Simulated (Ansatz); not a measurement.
## Band structure of H

```
H
1.0
     1.45687    0.00000    0.00000
     0.00000    1.45687    0.00000
     0.00000    0.00000    1.45687
H
1
Direct
  0.00000 0.00000 0.00000
```

The cell was built from the sc type and relaxed in the same program, and has space group Pm-3m; it needn't be a known or the stable phase.

These are results of DFT, PBE, all-electron LAPW, scalar-relativistic in Ansatz 0.2.0, not measurements.

Numerical set-up: a Γ-centred 16×16×16 k mesh, Fermi–Dirac smearing of 0.08 eV, basis error target 1 meV/atom, no spin polarisation.

Points in fractions of the reciprocal vectors of this cell: Γ (0, 0, 0), X (0, 0.5, 0), M (0.5, 0.5, 0), R (0.5, 0.5, 0.5). The path joins them by straight lines in the order Γ–X–M–Γ–R–X–R–M; legs that retrace an earlier one aren't tabulated. Energies are in eV from the Fermi level.

List the levels at X between -20 and 10 eV.

-1.96, 6.96.

List the levels at M between -20 and 10 eV.

9.95.

List the levels at Γ between -20 and 10 eV.

-15.51.

What is the band gap?

none: with an odd electron count and no spin polarisation the bands can't all be full, a metal in this set-up (spin order or a larger cell could open a gap).
